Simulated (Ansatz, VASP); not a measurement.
# Two plane-wave programs on Rb

```xyz
2
Lattice="5.0882 0.0000 0.0000 -2.5441 4.4065 0.0000 0.0000 0.0000 8.4421" Properties=species:S:1:pos:R:3 pbc="T T T"
Rb    0.0000    2.9377    2.1105
Rb    2.5441    1.4688    6.3315
```

This isn't the form of Rb at room conditions, which is bcc.

Alike in both runs: task single point; functional LDA; k mesh 12 × 12 × 6; occupations gaussian, width 0.15 eV; no spin polarisation.

|  | VASP | Ansatz |
| --- | --- | --- |
| version | VASP 6.6.1 | Ansatz 0.2.0 |
| potentials or method | VASP PAW LDA potentials, release 64 (Rb_sv) | scalar-relativistic, plane waves, PAW |
| plane-wave cutoff (eV) | 520 | 420 |
| valence electrons in the cell | 18 | 18 |

```tsv
	VASP	Ansatz	Ansatz less VASP
gap on the k mesh at the Fermi level (eV)	none	none	-
pressure (GPa)	-0.5	-0.5	0.00
```

A gap of «none» marks a metal or a gap that the smearing closes.
